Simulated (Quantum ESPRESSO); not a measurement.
The system is TePb.

```
Pb Te
1.0
     0.00000    3.23100    3.23100
     3.23100    0.00000    3.23100
     3.23100    3.23100    0.00000
Pb Te
1 1
Direct
  0.00000 0.00000 0.00000
  0.50000 0.50000 0.50000
```

| Item | Value |
| --- | --- |
| Program | Quantum ESPRESSO 7.5 |
| Task | phonons |
| Functional | PBE |
| Potentials or basis | GBRV 1.5 PBE |
| Cutoff | 612 eV |
| Density cutoff | 4898 eV |
| k mesh | 6 × 6 × 6, shifted |
| Occupations | fermi-dirac, width 0.05 eV |
| Spin | no spin polarisation |
| Mixing beta | 0.5 |
| Most SCF iterations | 120 |
| SCF threshold | 4e-10 Ry |

The cell and the atoms were relaxed first, to 35.29 Å³/atom (a = 4.639 Å, b = 4.639 Å, c = 4.639 Å, α = 60.00°, β = 60.00°, γ = 60.00°), and the response was taken there.

The first run showed a gap, so the response started from a second, tighter run with fixed occupations.

Q: What is the highest optical frequency at the zone centre, leaving out the macroscopic field of polar modes?

A: 25 cm⁻¹, a mode of symmetry T1u (IR). With the field the highest mode lies at 107 cm⁻¹.

Optical modes at Γ, degenerate ones joined, polar ones without the macroscopic field:
```
cm⁻¹  components  symmetry  active in  IR intensity, summed ((D/Å)²/amu)
  25           3       T1u         IR                              28.91
```

Zone-centre frequencies without and with the macroscopic field along z (cm⁻¹):
```csv
,optical modes in rising order
without,25 25 25
with the field,25 25 107
```

Born effective charge tensors (e):
atom 1, Pb
```
5.75 0.00 0.00
0.00 5.75 0.00
0.00 0.00 5.75
```
atom 2, Te
```
-5.74  0.00  0.00
 0.00 -5.74  0.00
 0.00  0.00 -5.74
```
